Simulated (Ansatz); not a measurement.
# TiAl2: the cost of one run

Method: DFT r2SCAN, scalar-relativistic, plane waves, PAW, in Ansatz 0.2.0.

2 further runs of the same task are left out: 2 set aside as unsound or not needed.

**1. The system as given**

It takes space group Cmmm (No. 65, orthorhombic). Conventional cell: a = 3.913 Å, b = 12.068 Å, c = 3.993 Å, α = 90.00°, β = 90.00°, γ = 90.00°. Around Ti (site symmetry m2m) lie 10 Al at 2.72 to 2.87 Å and 2 Ti at 2.99 Å. Around Al (site symmetry mmm) lie 4 Ti at 2.72 Å and 8 Al at 2.80 to 2.88 Å. Al (site symmetry m2m) has 6 Al at 2.71 to 2.88 Å and 6 Ti at 2.80 to 2.87 Å as nearest neighbours. Al (site symmetry mmm) has 4 Ti at 2.75 Å and 8 Al at 2.80 to 2.86 Å as nearest neighbours.

Coordinates:

```cif
data_structure
_symmetry_space_group_name_H-M 'Cmmm'
_symmetry_Int_Tables_number 65
_cell_length_a 3.9134
_cell_length_b 12.0679
_cell_length_c 3.9929
_cell_angle_alpha 90.000
_cell_angle_beta 90.000
_cell_angle_gamma 90.000
_cell_volume 188.57
loop_
_atom_site_label
_atom_site_type_symbol
_atom_site_symmetry_multiplicity
_atom_site_Wyckoff_symbol
_atom_site_fract_x
_atom_site_fract_y
_atom_site_fract_z
_atom_site_occupancy
Ti1 Ti 4 i 0.50000 0.84358 0.00000 1
Al1 Al 2 a 0.00000 0.00000 0.00000 1
Al2 Al 4 j 0.50000 0.67258 0.50000 1
Al3 Al 2 c 0.50000 0.00000 0.50000 1
```

This cell was relaxed beforehand with the same method: volume 15.71 Å³/atom, gap on the mesh none (metal).

**2. The reference: the undisturbed cell on the scan's mesh**

Contents of input.yaml:

```yaml
crystal:
  lattice:
    - [1.9566755062, -6.0339436914, 0.0]
    - [1.9566755062, 6.0339436914, 0.0]
    - [0.0, 0.0, 3.992863481]
  atoms:
    - { symbol: Ti, position: [0.6564175581, 0.3435824419, 0.0] }
    - { symbol: Ti, position: [0.3435824419, 0.6564175581, 0.0] }
    - { symbol: Al, position: [0.0, 0.0, 0.0] }
    - { symbol: Al, position: [0.8274221863, 0.1725778137, 0.5] }
    - { symbol: Al, position: [0.1725778137, 0.8274221863, 0.5] }
    - { symbol: Al, position: [0.5, 0.5, 0.5] }
basis:
  ecutwfc: 500
kpoints:
  mp_grid: { grid: [10, 10, 8] }
hamiltonian:
  xc: r2scan
scf:
  occupations: { method: gaussian, width: 0.15 }
output:
  forces: true
  stress: true
  eigenvalues: true
  write_density: true
  write_potential: true
  elf: true
  volumetric_format: npy
```

The run is started by

```bash
$ ansatz run input.yaml --threads 2 --pin off --max-ram 5120MiB --backend cpu --events-out ev --progress --plain --runs-dir out
```

**Question.** How long does this run take on 2 threads of Intel Xeon Platinum 8259CL at 2.50GHz (Skylake/Cascade Lake), shared host, and how much memory does it need?

About 25 s, with a peak of 0.93 GiB.
